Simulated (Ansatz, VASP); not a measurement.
**One calculation of InSb3, two programs**

```xyz
4
Lattice="0.0000 3.8314 3.8314 3.8314 0.0000 3.8314 3.8314 3.8314 0.0000" Properties=species:S:1:pos:R:3 pbc="T T T"
In    0.0000    0.0000    0.0000
Sb    1.9157    1.9157    1.9157
Sb    5.7471    5.7471    5.7471
Sb    3.8314    3.8314    3.8314
```

Alike in both runs: task single point; functional PBE; k mesh 10 × 10 × 10; occupations gaussian, width 0.1 eV; no spin polarisation.

|  | VASP | Ansatz |
| --- | --- | --- |
| version | VASP 6.6.1 | Ansatz 0.2.0 |
| potentials or method | VASP PAW PBE potentials, release 64 (In_d, Sb) | scalar-relativistic, plane waves, PAW |
| plane-wave cutoff (eV) | 520 | 420 |
| valence electrons in the cell | 28 | 58 |

|  | VASP | Ansatz | Ansatz less VASP |
| --- | --- | --- | --- |
| gap on the k mesh at the Fermi level (eV) | none | none | - |
| pressure (GPa) | -1.6 | -1.5 | +0.09 |

A gap of «none» marks a metal or a gap that the smearing closes. With one functional, cell and mesh, what is left measures potentials, basis and numerics. The two sets of potentials don't hold the same shells in valence.

The runs have no spin-orbit coupling, so splittings on Sb are missing.
